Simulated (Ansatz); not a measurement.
A strain series on LiCl (zincblende): uniaxial along [111], other directions held

Zincblende LiCl, relaxed with r2SCAN in Ansatz, then strained (uniaxial along [111], other directions held; changes of length per length, axes as in the cell below) with the atoms relaxed again within the symmetry that is left. Space group F-43m (No. 216), cubic; conventional cell a = 5.466 Å, 20.41 Å³ an atom. Around Li lie 4 Cl at 2.37 Å; around Cl lie 4 Li at 2.37 Å. Values at 0 K without nuclear motion; spin polarisation is off, and the phase may be a hypothetical one.

```
Li Cl
1.0
     0.00000    2.73304    2.73304
     2.73304    0.00000    2.73304
     2.73304    2.73304    0.00000
Li Cl
1 1
Direct
  0.00000 0.00000 0.00000
  0.25000 0.25000 0.25000
```

Gaps are the least over each mesh (PBE 8×8×8, r2SCAN 8×8×8, HSE06 6×6×6 when unstrained) and the special points, which keep their unstrained names; stress is the change from the unstrained cell, compression positive.

```tsv
strain (%)	gap, PBE (eV)	gap, r2SCAN (eV)	gap, HSE06 (eV)	edges, HSE06	stress along the strain, r2SCAN (GPa)	energy rise, r2SCAN (meV/atom)
0.0	6.049	6.713	7.385	Γ	0.00	0.0
+3.0	5.900	6.555	7.227	Γ	-1.30	2.5
+3.27	5.887	6.540	7.213	Γ	-1.41	2.9
+5.97	5.752	6.397	7.070	Γ	-2.49	9.6
```

Task: Estimate the row for a strain of -2.15 %.

Result:
```tsv
strain (%)	gap, PBE (eV)	gap, r2SCAN (eV)	gap, HSE06 (eV)	edges, HSE06	stress along the strain, r2SCAN (GPa)	energy rise, r2SCAN (meV/atom)
-2.15	6.063	6.730	7.402	Γ	+1.01	1.4
```

Between zero and the nearest strains the slope of the HSE06 gap against strain is -0.008 eV per percent for negative and -0.053 for positive strain.

The meshes of the hybrids are coarse, so their gaps aren't converged to the digits shown.
